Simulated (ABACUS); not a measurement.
The system is NiO.

```
Ni O
1.0
     0.00000    2.08590    2.08590
     2.08590    0.00000    2.08590
     2.08590    2.08590    0.00000
Ni O
1 1
Direct
  0.00000 0.00000 0.00000
  0.50000 0.50000 0.50000
```

- Program: ABACUS 3.10.1
- Task: single point
- Functional: PBEsol
- Potentials or basis: PseudoDojo NC SR 0.4.1 PBEsol standard
- Cutoff: 1333 eV
- Density cutoff: 5333 eV
- Basis: plane waves
- k mesh: 11 × 11 × 11
- Occupations: fermi-dirac, width 0.05 eV
- Spin: collinear spin, ferromagnetic start
- Starting moments: [1.0, 0.0] μB

On this cell: pressure -7.0 GPa; largest force zero by symmetry; net moment 1.55 μB per cell; band gap on the k mesh none (metal or under the smearing width).

The same run follows on a disturbed copy (atoms moved at random, drawn with an rms of 0.05 Å):

```
Ni O
1.0
     0.00000    2.08590    2.08590
     2.08590    0.00000    2.08590
     2.08590    2.08590    0.00000
Ni O
1 1
Direct
  0.99963 0.98326 0.01952
  0.50305 0.49315 0.49605
```

What changes?

The energy (extrapolated to zero smearing) moves by +1.9 meV/atom; pressure -6.4 GPa; largest force 0.126 eV/Å; net moment 1.58 μB per cell; band gap on the k mesh none (metal or under the smearing width).

Forces in eV/Å, atoms in the order of the input:
```
Ni  -0.061 -0.093  0.060
O    0.061  0.093 -0.060
```

Stress tensor (GPa, compression positive):
```
-6.50  0.01 -0.01
 0.01 -6.14 -0.01
-0.01 -0.01 -6.52
```

Caveats: a cell with one magnetic atom can't hold antiferromagnetic order, which such compounds often take; semilocal functionals often make such compounds metallic where correlation or magnetic order opens a gap, which also shifts bond lengths.
